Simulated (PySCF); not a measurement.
A side-by-side comparison of computed properties.

First species: C3H8N2Si.
Numbering: `[CH3:1][N:2]([CH3:3])[SiH2:4][C:5]#[N:6]` (hydrogens: H7, H8, H9 on C1; H10, H11, H12 on C3; H13, H14 on Si4)

Second species: hydrogen oxalate, C2HO4 (charge -1).
SMILES: `O=C([O-])C(=O)O`

Levels: CAM-B3LYP/def2-SVPD for HOMO energy, LUMO energy, HOMO–LUMO gap, static isotropic polarisability and electronic spatial extent ⟨r²⟩ about the centre of nuclear charge; TDDFT CAM-B3LYP/def2-SVPD for lowest singlet excitation; TDA CAM-B3LYP/def2-SVPD for lowest triplet excitation (Tamm–Dancoff); GFN2-xTB for rotational constant A and rotational constant C. Geometries: GFN2-xTB. All species are isolated and taken at one optimised geometry, non-relativistic unless stated. Electronic properties by PySCF.

The conformers computed, where there is a choice (atom-mapped SMILES and torsion angles):
- `[CH3:1][N:2]([CH3:3])[SiH2:4][C:5]#[N:6]`: C1–N2–Si4–C5 78°
- `[O:1]=[C:2]([O-:3])[C:4](=[O:5])[OH:6]`: O1–C2–C4–O5 180°, H–O6–C4–C2 180°

Values for the first species:

| Property | Result |
| --- | --- |
| HOMO energy | -8.41 eV |
| LUMO energy | 0.41 eV |
| HOMO–LUMO gap | 8.82 eV |
| Lowest singlet excitation | 5.61 eV |
| Lowest triplet excitation (Tamm–Dancoff) | 5.30 eV |
| Static isotropic polarisability | 72.4 au |
| Electronic spatial extent ⟨r²⟩ about the centre of nuclear charge | 855 bohr² |
| Rotational constant A | 4.770 GHz |
| Rotational constant C | 1.606 GHz |

Q: Estimate the same properties for the second species, and the change in each.

A: 
```tsv
property	first	second	second less first
HOMO energy	-8.41 eV	-3.53 eV	+4.88 eV
LUMO energy	0.41 eV	4.36 eV	+3.95 eV
HOMO–LUMO gap	8.82 eV	7.89 eV	-0.93 eV
lowest singlet excitation	5.61 eV	4.26 eV	-1.35 eV
lowest triplet excitation (Tamm–Dancoff)	5.30 eV	3.76 eV	-1.54 eV
static isotropic polarisability	72.4 au	47.0 au	-25.4 au
electronic spatial extent ⟨r²⟩ about the centre of nuclear charge	855 bohr²	504 bohr²	-351 bohr²
rotational constant A	4.770 GHz	6.283 GHz	+1.513 GHz
rotational constant C	1.606 GHz	2.275 GHz	+0.669 GHz
```

On the first: S1 lies 3.21 eV below the HOMO–LUMO gap; its leading configuration is HOMO→LUMO, weight 0.97. No computed singlet falls in the visible range (750 to 380 nm, 1.65 to 3.26 eV); S1 lies 2.35 eV above its blue end.

On the second: The principal polarisabilities are 31.1, 54.2 and 55.7 au; their mean is the isotropic value. The polarisability is 6.97 Å³ as a volume (1 au = 0.148185 Å³), or 1.02 au for each of the 46 electrons. GFN2-xTB frequencies show an imaginary mode (55i cm⁻¹), so this geometry is no minimum at that level.
